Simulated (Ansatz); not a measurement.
**Structures of BaTiO3: which is lowest?**

Plane-wave DFT in Ansatz with scalar-relativistic PAW potentials, cutoff 500 eV, Γ-centred meshes chosen by cell and gap, Gaussian smearing with energies taken to zero width. Every cell was relaxed (cell and atoms) in a run of its own, within the symmetry of its start. Functional: r2SCAN.

Relaxed structures (starts from databases or built by putting these elements on another compound's sites):
A. Pm-3m, 5 atoms in the computed cell, a = 3.994 Å; sites (symmetry × multiplicity) Ba m-3m × 1, Ti m-3m × 1, O 4/mm.m × 3; start: database
B. P4mm, 5 atoms in the computed cell, a = 3.973 Å, c = 4.111 Å; sites (symmetry × multiplicity) Ba 4mm × 1, Ti 4mm × 1, O 2mm. × 2 + 4mm × 1; start: database
C. R3m, 5 atoms in the computed cell, a = 5.680 Å, c = 6.995 Å; sites (symmetry × multiplicity) Ba 3m × 3, Ti 3m × 3, O .m × 9; start: database

Task: Rank them by energy. Could pressure change the order?

Result:
| structure | group | E − E(lowest) (meV/atom) | V (Å³/atom) | gap on mesh (eV) |
| --- | --- | --- | --- | --- |
| C | R3m | 0.0 | 13.03 | 2.87 |
| B | P4mm | 2.0 | 12.98 | 2.23 |
| A | Pm-3m | 8.7 | 12.74 | 2.17 |

C is lowest, 2 meV/atom under B. The two lowest differ in volume by under 3 %, too little for a first-order estimate of what pressure does to that pair (other pairs aren't weighed here); with rigid cells even 3 % in favour of the higher one would need about 1 GPa. Other structures may lie lower than all of these, and vibrations aren't counted.

Spin-orbit coupling is left out, which matters for the bands of heavy elements.